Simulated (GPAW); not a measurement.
Something may be wrong with this GPAW 26.7.0 calculation of Pb.

File run.py:

```python
from ase import Atoms
from ase.dft.bandgap import bandgap
from ase.io import write
from ase.units import GPa
from gpaw import GPAW, PW

atoms = Atoms(['Pb'],
              cell=[[0.01933363, 2.46286993, 2.45281136],
                    [2.50285714, -0.00674656, 2.47889155],
                    [2.4813249, 2.46741788, 0.01478568]],
              scaled_positions=[[0.0, 0.0, 0.0]],
              pbc=True)

calc = GPAW(mode=PW(600),
            xc='PBE',
            kpts={'size': (5, 5, 5), 'gamma': True},
            occupations={'name': 'fermi-dirac', 'width': 0.05},
            nbands=6,
            convergence={'density': 1e-05, 'forces': 0.0001},
            maxiter=100,
            txt='gpaw.txt')
atoms.calc = calc
energy = atoms.get_potential_energy()
forces = atoms.get_forces()
stress = atoms.get_stress()
calc.write('gs.gpw')
write('result.traj', atoms)
print(f'Energy: {energy:.6f} eV')
print('Forces (eV/A):')
print(forces.round(4))
print('Stress (GPa):', (stress / GPa).round(3))
print('Fermi level:', round(calc.get_fermi_level(), 4), 'eV')
print(f'Gap: {bandgap(calc)[0]:.4f} eV, direct: {bandgap(calc, direct=True)[0]:.4f} eV')
```

Potentials or basis: GPAW PAW data sets (gpaw-data 1.2.1), pw.

Command:

```console
$ OMP_NUM_THREADS=1 python run.py
```

gpaw.txt:

```text
__  _  _
 | _ |_)|_||  |
 |__||  | ||/\| - 26.7.0

Input parameters:
  mode=PW(ecut=600.0),
  convergence={'density': 1e-05, 'forces': 0.0001},
  kpts=MonkhorstPack(size=(5, 5, 5), gamma=True),
  maxiter=100,
  nbands=6,
  occupations=Occupations(name='fermi-dirac', width=0.05),
  xc=XC(name='PBE')
```

On the terminal:

```text
ValueError: Too few bands!  Electrons: 14.0, bands: 6
```

Question: How did it end, and where is the flaw?

Answer: The program refused the input. The input holds a flaw that was put in on purpose: fewer bands than the electrons need (nbands = 6).
